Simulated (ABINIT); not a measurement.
CoO, 2 atoms in the cell. The typed cell holds 2 atoms: a = 2.996 Å, b = 2.996 Å, c = 2.996 Å, α = 60.33°, β = 60.33°, γ = 60.33°. The cell is a database's computed one. The cell isn't the ideal one: atoms moved at random, drawn with an rms of 0.05 Å.

| Item | Value |
| --- | --- |
| Program | ABINIT 10.8.3 (patched build) |
| Task | single point |
| Functional | PBEsol |
| Potentials or basis | JTH PAW PBE v2.0 |
| Cutoff | 707 eV |
| k mesh | 11 × 11 × 11 |
| Occupations | fermi-dirac, width 0.05 eV |
| Spin | collinear spin, ferromagnetic start |
| Starting moments | [2.0, 0.0] μB |
| Fine-grid cutoff | 1306.15 eV |

Potentials or basis: JTH PAW PBE v2.0.

Command:

```bash
$ abinit run.abi > log 2>&1
```

Hardware: 1 thread of Arm Neoverse V1, on a shared host.

**Question.** How long does it take, and how much memory?

**Answer.** Wall time 17 min on 1 thread of Arm Neoverse V1, on a shared host, peak memory 0.54 GiB. Counts: scf iterations 23, mpi ranks 1, k points 666, bands 16, plane waves 843.
